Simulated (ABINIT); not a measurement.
Here is an ABINIT 10.8.3 (patched build) calculation.

run.abi

```
# Pseudopotentials
pp_dirpath "./"
pseudos "Fe.upf, O.upf"

# Structure
acell 3*1.0 Angstrom
rprim
     0.0000000000     2.1554000000     2.1554000000
     2.1554000000     0.0000000000     2.1554000000
     2.1554000000     2.1554000000     0.0000000000
ntypat 2
znucl 26 8
natom 2
typat 1 2
chkprim 0
chksymtnons 0
tolsym 1.0e-6
xred
            0.0            0.0            0.0
            1/2            1/2            1/2

# Plane-wave basis
ecut 46.0
ecutsm 0.5

# k points
kptopt 1
ngkpt 8 8 8
nshiftk 1
shiftk 0.0 0.0 0.0

# Exchange and correlation
ixc 7

# Bands and occupations
nband 16
occopt 3
tsmear 0.00183747

# Spin
nsppol 2
spinat
     0.0000000000     0.0000000000     3.0000000000
     0.0000000000     0.0000000000     0.0000000000

# SCF cycle
nstep 80
tolvrs 1.0e-12

# Output
iomode 3
prteig 0
prtebands 0
prtwf 0
prtden 0

# Relaxation
ionmov 2
optcell 2
ntime 50
tolmxf 2.0e-5
dilatmx 1.08
```

Potentials or basis: PseudoDojo NC SR LDA v0.4.1 standard.

Run with:

```console
$ mpirun --bind-to none -np 4 abinit run.abi > log 2>&1
```

Problem. Predict the site moments.

Solution. Fe +3.48; O +0.36 μB.

Problem. Predict the band gap on the k mesh.

Solution. None (metal or under the smearing width).

Step by step:
```tsv
step	energy change (eV)	largest force (eV/Å)	pressure (GPa)	volume (Å³)
1	0.0000	0.0000	-16.15	20.03
2	-0.0729	0.0000	-7.44	19.05
3	-0.0892	0.0000	0.38	18.32
4	-0.0893	0.0000	0.03	18.35
5	-0.0893	0.0000	0.00	18.35
```

Caveat: a cell with one magnetic atom can't hold antiferromagnetic order, which such compounds often take; semilocal functionals often make such compounds metallic where correlation or magnetic order opens a gap, which also shifts bond lengths. With open d or f shells a metallic result of LDA can be an artefact of self-interaction; +U or a hybrid may open a gap.
